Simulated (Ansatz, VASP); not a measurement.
# CaO: VASP beside Ansatz

```
Ca O
1.0
     0.00000    2.35395    2.36572
     2.35395    0.00000    2.36572
     2.35395    2.35395    0.00000
Ca O
1 1
Direct
  0.00000 0.00000 0.00000
  0.50000 0.50000 0.50000
```

Change from the starting cell: z stretched by +0.5 %, x and y held.

Alike in both runs: task single point; functional LDA; k mesh 8 × 8 × 8; no spin polarisation.

|  | VASP | Ansatz |
| --- | --- | --- |
| version | VASP 6.6.1 | Ansatz 0.2.0 |
| potentials or method | VASP PAW LDA potentials, release 64 (Ca_sv, O), cutoff 520 eV | all-electron LAPW, scalar-relativistic |
| occupations | gaussian, width 0.01 eV | fixed |

VASP gave:

```
gap on the k mesh at the Fermi level (eV)       : 3.41
pressure (GPa)                                  : 0.4
largest component of the traceless stress (GPa) : 0.67
```

Problem. Estimate Ansatz's values.

Solution. gap on the k mesh at the Fermi level (eV): 3.44; pressure (GPa): -0.6; largest component of the traceless stress (GPa): 0.63.

Ansatz ran all-electron here, so the differences hold the error of VASP's frozen core and of both bases.

A k mesh can miss the band edges.
